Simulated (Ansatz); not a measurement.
# Hg (diamond type): the cost of one run

Method: DFT, PBE, PAW with Ansatz's default frozen-core files, scalar-relativistic, in Ansatz 0.2.0.

1 further run of the same task is left out (it didn't finish).

**1. Starting point**

The structure is cubic, space group Fd-3m (No. 227). The conventional cell has a = 6.661 Å, b = 6.661 Å, c = 6.661 Å, α = 90.00°, β = 90.00°, γ = 90.00°. Hg (site symmetry -43m) is surrounded by 4 Hg at 2.88 Å.

Coordinates:

```
CELL_PARAMETERS angstrom
0.00000 3.33034 3.33034
3.33034 0.00000 3.33034
3.33034 3.33034 0.00000
ATOMIC_POSITIONS crystal
Hg 0.87500 0.87500 0.87500
Hg 0.12500 0.12500 0.12500
```

Whether this phase is the stable one at these pressures isn't tested.

Atoms are numbered in the order of the input: Hg1, Hg2.

**2. Cell relaxed at zero pressure, PAW**

File input.yaml:

```yaml
crystal:
  lattice:
    - [0.0, 3.3303445432, 3.3303445432]
    - [3.3303445432, 0.0, 3.3303445432]
    - [3.3303445432, 3.3303445432, 0.0]
  atoms:
    - { symbol: Hg, position: [-0.125, -0.125, -0.125] }
    - { symbol: Hg, position: [0.125, 0.125, 0.125] }
kpoints:
  mp_grid: { grid: [11, 11, 11] }
scf:
  occupations: { method: fermi_dirac, width: 0.05 }
hamiltonian:
  xc: pbe
  pseudopotentials: { kind: paw }
output:
  forces: true
  stress: true
  write_density: true
  write_potential: true
  elf: true
  volumetric_format: npy
relax:
  f_tol: 0.005
  max_steps: 40
  cell: {}
```

Run with:

```console
$ ansatz run input.yaml --threads 1 --pin off --max-ram 2048MiB --backend cpu --events-out ev --progress --plain --runs-dir out
```

What time and memory should one allow on 1 thread of INTEL XEON PLATINUM 8581C at 2.10GHz (Emerald Rapids), shared host?

About 34 s, with a peak of 0.51 GiB.
